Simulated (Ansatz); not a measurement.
**BeTe under changes of volume**

One of the cells (21.254 Å³/atom); the others are scaled copies at fixed shape and fractional positions:

```
Te Be
1.0
     0.00000    2.77000    2.77000
     2.77000    0.00000    2.77000
     2.77000    2.77000    0.00000
Te Be
1 1
Direct
  0.75000 0.75000 0.75000
  0.00000 0.00000 0.00000
```

- Program: Ansatz 0.2.0
- Functional: B3LYP
- Potentials or basis: Ansatz PAW
- Cutoff: 420 eV (not typed: the program's choice for these potentials)
- k mesh: 4 × 4 × 4
- Occupations: fermi-dirac, width 0.05 eV
- Spin: no spin polarisation

```tsv
volume (Å³/atom)	energy over the lowest point (meV/atom)	pressure (GPa)	gap on the mesh (eV)
19.979	102.31	11.7	3.07
20.404	74.04	9.7	3.13
20.829	50.84	7.9	3.18
21.254	?	?	?
21.679	17.75	4.7	3.28
22.104	7.13	3.3	3.32
22.529	0.00	2.1	3.36
```

Question: What does the run at 21.254 Å³/atom give?

Answer: Energy over the lowest point 32.18 meV/atom; pressure 6.2 GPa; gap on the mesh 3.23 eV.

Worked out: A Birch-Murnaghan fit of order 3 (a polynomial in V^(-2/3)) to the other rows has no minimum within the range. It gives 32.20 meV/atom at 21.254 Å³/atom, against the run's 32.18, and -dE/dV = 6.2 GPa, against 6.2. A straight line through the other rows of the gap, of slope 2.41 eV per unit of ln V, gives 3.23 eV, against the run's 3.23.

Energies are extrapolated to zero smearing.

Caveats: all runs use coarse meshes; spin-orbit coupling is left out, which moves the levels of the heavy elements; the PAW data sets come from PBE, with cores solved anew for the run's functional, which leaves a small shift of forces and pressure; the thresholds are loose for stress.

A mesh can miss the band edges.
